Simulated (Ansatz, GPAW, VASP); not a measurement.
## One calculation of Pb, 4 ways

```xyz
1
Lattice="0.0000 2.4750 2.4750 2.4750 0.0000 2.4750 2.4750 2.4750 0.0000" Properties=species:S:1:pos:R:3 pbc="T T T"
Pb    0.0000    0.0000    0.0000
```

Alike in all runs: task band structure; functional BLYP; k mesh 9 × 9 × 9; occupations fermi-dirac, width 0.05 eV; no spin polarisation; no spin-orbit coupling. Pressure is positive in compression and, in plane waves, holds the error of the finite cutoff, which Ansatz's Pulay term estimates and takes out.

```csv
program and potentials,plane-wave cutoff (eV),notes,pressure (GPa)
"Ansatz, Ansatz PAW",420,"potentials made for PBE, which Ansatz adapts in part; Pulay term of +0.02 GPa included",5.87
"VASP, PBE PAW files Pb_d, 520 eV",520,potentials made for PBE,5.98
"GPAW, PAW data sets generated for this functional",600,-,5.63
"Ansatz, all-electron LAPW, scalar-relativistic",-,-,?
```

Q: Estimate from the other rows what the run with Ansatz, all-electron LAPW, scalar-relativistic gave.

A: Pressure 5.88 GPa. The other rows, which needn't bracket it: pressure 5.63 to 5.98.
